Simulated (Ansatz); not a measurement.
Runs of Ansatz 0.2.0 on Cu. Symmetry: Cmcm, No. 63, orthorhombic system. The conventional cell has a = 2.437 Å, b = 7.953 Å, c = 2.475 Å, α = 90.00°, β = 90.00°, γ = 90.00°. Cu (site symmetry m2m) is surrounded by 10 Cu at 2.44 to 2.54 Å. This isn't the form of Cu at room conditions, which is fcc.

| task | level | k mesh | q mesh | points for each segment of the path | mesh quality | V0 of scaled cells (Å³/atom) | B0 (GPa) |
| --- | --- | --- | --- | --- | --- | --- | --- |
| equation of state | PBE0 | 6 × 6 × 6 | - | - | coarse | 12.56 | (b) |
| equation of state | PBEsol | 11 × 11 × 11 | - | - | not flagged | 11.87 | 153 |
| equation of state | HSE06 | 6 × 6 × 6 | - | - | coarse | (a) | 116 |
| equation of state | LDA | 11 × 11 × 11 | - | - | not flagged | 11.41 | 172 |

Alike in all rows: potentials or basis Ansatz PAW; no spin polarisation; cell as given; cutoff (eV) 420; smearing fermi-dirac 0.05 eV.

Q: Fill in the values left out.

A: (a) 12.58; (b) 117.

Caveats: some runs use coarse meshes; the cell was scaled at fixed shape and fractional positions, which overstates the stiffness of a crystal with free parameters, most of all of layers and chains; the PAW data sets come from PBE, with cores solved anew for the run's functional, which leaves a small shift of forces and pressure.

Not every run made on this cell is shown here.
